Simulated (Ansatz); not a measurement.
CdS (Hawleyite):

```
Cd S
1.0
     0.00000    2.91650    2.91650
     2.91650    0.00000    2.91650
     2.91650    2.91650    0.00000
Cd S
1 1
Direct
  0.00000 0.00000 0.00000
  0.75000 0.75000 0.75000
```

Program: Ansatz 0.2.0. Alike in all runs: task band structure; potentials or basis Ansatz PAW; cell as given; smearing fermi-dirac 0.05 eV.

Q: Order these runs on this cell by their pressure, lowest first.
A. level HF; spin off; k mesh 4 × 4 × 4; cutoff (eV) 420; points for each segment of the path 4; mesh quality coarse
B. level r2SCAN0; spin off; k mesh 4 × 4 × 4; cutoff (eV) 500; points for each segment of the path 4; mesh quality coarse
C. level LDA; spin SOC, no magnetisation; k mesh 6 × 6 × 6; cutoff (eV) 420; points for each segment of the path 14; mesh quality not flagged

A: C (-2.5 GPa), B (1.0 GPa), A (7.3 GPa).

Caveats: some runs use coarse meshes; the PAW data sets come from PBE, with cores solved anew for the run's functional, which leaves a small shift of forces and pressure; the thresholds are loose for stress (some runs).

Runs at the PBE level aren't shown here.
